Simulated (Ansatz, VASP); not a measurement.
# One calculation of InP, two programs

File INCAR:

```
PREC = Accurate
ENCUT = 520
EDIFF = 1E-6
ISMEAR = -1
SIGMA = 0.05
LREAL = F
LASPH = T
NELM = 80
ALGO = Normal
ISIF = 2
LWAVE = F
LCHARG = F
GGA = CA
NBANDS = 16
```

Contents of KPOINTS:

```
Automatic mesh
0
Gamma
  8 8 8
```

The input POSCAR:

```
InP
1.0
    0.0000000000      2.7688340000      2.7688340000
    2.7688340000      0.0000000000      2.7688340000
    2.7688340000      2.7688340000      0.0000000000
In P
1 1
Direct
    0.0000000000      0.0000000000      0.0000000000
    0.5000000000      0.5000000000      0.5000000000
```

input.yaml

```yaml
crystal:
  lattice:
    - [0.0, 2.768834, 2.768834]
    - [2.768834, 0.0, 2.768834]
    - [2.768834, 2.768834, 0.0]
  atoms:
    - { symbol: In, position: [0.0, 0.0, 0.0] }
    - { symbol: P, position: [0.5, 0.5, 0.5] }
hamiltonian:
  xc: lda
  pseudopotentials: { kind: paw }
kpoints:
  mp_grid: { grid: [8, 8, 8] }
scf:
  occupations: { method: fermi_dirac, width: 0.05 }
output:
  forces: true
  stress: true
  eigenvalues: true
  write_density: true
  write_potential: true
  elf: true
  volumetric_format: npy
```

Measurements of this composition are mostly on another form, of space group No. 216.

Alike in both runs: task single point; functional LDA; k mesh 8 × 8 × 8; occupations fermi-dirac, width 0.05 eV; no spin polarisation.

|  | VASP | Ansatz |
| --- | --- | --- |
| version | VASP 6.6.1 | Ansatz 0.2.0 |
| potentials or method | VASP PAW LDA potentials, release 64 (In_d, P) | Ansatz PAW |
| plane-wave cutoff (eV) | 520 | 420 |
| valence electrons in the cell | 18 | 18 |

|  | VASP | Ansatz | Ansatz less VASP |
| --- | --- | --- | --- |
| gap on the k mesh at the Fermi level (eV) | none | none | - |
| pressure (GPa) | -5.1 | -5.1 | -0.04 |

A gap of «none» marks a metal or a gap that the smearing closes.

Caveats: the PAW data sets come from PBE, with cores solved anew for the run's functional, which leaves a small shift of forces and pressure (Ansatz).
